## Finding a hole from its neighbours

Take an aluminium atom out of AlN, charge the vacancy to −2, and one electron is lacking from the filled N 2p states around it. This hole carries the defect's single unpaired spin. Four nitrogen atoms border the vacancy, and the hole may sit on one of them or be shared. Can the aluminium atoms one step further out, which hold almost no spin themselves, tell where it is?

Ansatz 0.2.0 calculation of an Al vacancy (charge −2, one unpaired electron) in a 47-atom AlN supercell, at fixed, relaxed positions. It uses spin-polarised, scalar-relativistic r2SCAN, plane waves to 500 eV, default PAW datasets with responding cores and a 3×4×2 k-point mesh. The hyperfine constant A, defined by H = A I·S, is from the contact spin density alone.

| atom | distance from the defect (Å) | site moment (muB) | mass number | isotropic hyperfine constant (MHz) |
| --- | --- | --- | --- | --- |
| N45 | 2.05 | ? | 14 | ? |
| N37 | 2.09 | ? | 14 | ? |
| N39 | 2.10 | ? | 14 | ? |
| N24 | 2.13 | 0.03 | 14 | 2.8 |
| Al20 | 3.02 | 0.00 | 27 | -1.3 |
| Al21 | 3.03 | 0.00 | 27 | -1.9 |
| Al14 | 3.04 | 0.00 | 27 | -1.2 |
| Al12 | 3.04 | 0.00 | 27 | -1.2 |
| Al8 | 3.06 | 0.00 | 27 | -5.2 |
| Al15 | 3.06 | 0.00 | 27 | -15.7 |
| Al13 | 3.07 | 0.00 | 27 | -16.9 |
| Al10 | 3.09 | 0.00 | 27 | -2.5 |
| Al4 | 3.10 | 0.00 | 27 | -17.1 |
| Al2 | 3.11 | 0.00 | 27 | -38.8 |
| Al6 | 3.12 | 0.00 | 27 | -16.0 |
| N25 | 3.13 | 0.01 | 14 | 0.4 |

The site moment is the net spin assigned to an atom, in μB. The isotropic hyperfine constant A measures the net spin density right at the nucleus, and for the two isotopes here, whose nuclear g-factors are positive, a negative sign means that this density is opposite to the total spin. On every Al the moment rounds to zero, yet A is negative. The nucleus thus registers a spin that the site moment is too coarse to show. Two cautions apply to all these constants: semilocal functionals underestimate core polarisation, and small contact spin densities are uncertain by about their own size.

### Why distance is the wrong guide

If the spin simply faded away from the vacancy, Al atoms at nearly equal distances would have nearly equal constants. Even an inverse-cube law would change by only about 10% between the nearest and the farthest Al. The computed sizes differ by a factor of about 32, and they tend to grow with distance. Something other than distance must sort these atoms.

Standard bonding physics suggests what. A hole on nitrogen leaves an unpaired electron in a 2p orbital there. Exchange draws the electron of like spin in each N–Al bond towards the nitrogen, so the opposite spin is left in excess at the aluminium end. An Al nucleus should therefore respond to the spin on the nitrogen to which it is bonded.

### Two limits and what lies between

Each nitrogen beside the vacancy has three other Al neighbours. A hole on one nitrogen would give three strongly negative Al constants and leave the rest weak. A hole spread evenly over all four would make the whole Al shell look much alike.

The table shows neither. Four Al atoms lie near −16 MHz, Al2 reaches −38.8 MHz, and the other six are weak. Two nitrogen atoms with similar spin would mark six Al positions, and five atoms can fill six positions if one of them counts twice. In so small a cell that is possible. Its shortest edge is 6.226 Å, and Al2 lies at half that distance from the vacancy. An Al midway between the vacancy and its periodic image can be bonded to a strong nitrogen on either side.

Which two nitrogen atoms are they? The atom numbers look like those of a wurtzite cell repeated 3×2×2, and on that reading the bonds follow. N37 binds Al4 and Al13, N39 binds Al6 and Al15, and both share Al2. N45 binds Al8, Al10 and Al21, while N24 binds Al12, Al14 and Al20. This assignment is an inference. Al2 can test only whether two such effects add, not which Al belongs to which nitrogen: adding the typical effects of N37 and N39 gives about −33 MHz, 15% short of the computed size.

### From aluminium to nitrogen

The simplest model takes both the moment and A of a nitrogen as proportional to the mean size of A on its own Al neighbours, leaving out the shared Al2. N24, whose values are known, sets both scales.

For N37, the two Al constants average 17.0 MHz in size. Those around N24 average 1.23 MHz, so N37 should carry 17.0/1.23 ≈ 13.8 times as much spin. Multiplying N24's 0.03 μB and 2.8 MHz by this factor gives 0.41 μB and 39 MHz. The same steps for the other two complete the forecast:

- **N37:** about 0.41 μB (0.25 to 0.50) and 39 MHz (15 to 60).
- **N39:** about 0.39 μB (0.25 to 0.50) and 36 MHz (15 to 60).
- **N45:** about 0.08 μB (0.02 to 0.15) and 7 MHz (2 to 14).

The ranges are judgements. They allow for the coarse rounding of N24's moment, for spin that lies outside the atomic sites, and for an s contribution that may differ from one nitrogen to the next.

The withheld rows as computed:

| atom | distance from the defect (Å) | site moment (muB) | mass number | isotropic hyperfine constant (MHz) |
| --- | --- | --- | --- | --- |
| N45 | 2.05 | 0.03 | 14 | 3.1 |
| N37 | 2.09 | 0.35 | 14 | 21.7 |
| N39 | 2.10 | 0.32 | 14 | 19.6 |

### What the neighbours told, and what they did not

The hole is indeed shared mainly by N37 and N39, and all six values fall inside their ranges. Of the 0.73 μB found on the four nitrogen atoms together, these two hold 0.67 μB. The Al pattern therefore located the spin correctly, which also supports the inferred bonds.

The central values, however, are all too high. For N37 and N39 the moments are overestimated by about a fifth. Rounding could just account for that: a true moment of 0.025 μB on N24 would also be printed as 0.03, and would lower both forecasts by a sixth.

The hyperfine constants of N37 and N39 miss by more, with forecasts about 1.8 times the computed values. Here the assumption of one common scale fails. N37 has 21.7/0.35 ≈ 62 MHz per μB, and N39 nearly the same, whereas N24 has about 93, although so small a constant is itself uncertain. A 2p orbital vanishes at its own nucleus, so A depends on how much s character is mixed in and how strongly the s electrons are polarised. Neither need grow in step with the 2p moment, though which of them differs here is untested.

N45 shows another weakness. Its forecasts are more than twice the computed 0.03 μB and 3.1 MHz, and it turns out to be much like N24. Yet its Al neighbours have larger constants than those of N24. They may also feel spin from elsewhere, perhaps from the two strong nitrogen atoms or their images. The uneven values within this group, from −1.9 to −5.2 MHz, fit that idea, but constants this small, including those around N24 that set the scale, are too uncertain to prove it.

### How far the picture carries

For reading a hyperfine pattern, the lesson is to count the strongly affected neighbours and ask which atom they have in common. In this table that separates the two strong nitrogen atoms from the two weak ones. It overstates the difference between the weak ones, and it gives the nitrogen constants only to within a factor of about two and a half.

The sharing itself calls for more caution than the method that found it. Semilocal functionals spread holes too readily. The atoms were relaxed before this run and then held fixed; if that relaxation followed a shared hole, it may have missed the distortion that would trap the hole on one nitrogen. The small cell may also favour sharing: on the inferred bonds, N37 and N39 form an unbroken row with their own images along the shortest edge. The real defect may therefore be more localised. In that limit the same reasoning predicts a different signature: three strongly affected Al atoms around a single nitrogen. The large constant of Al2 should not be carried over to an isolated vacancy either, because it most likely adds the effects of two periodic copies.
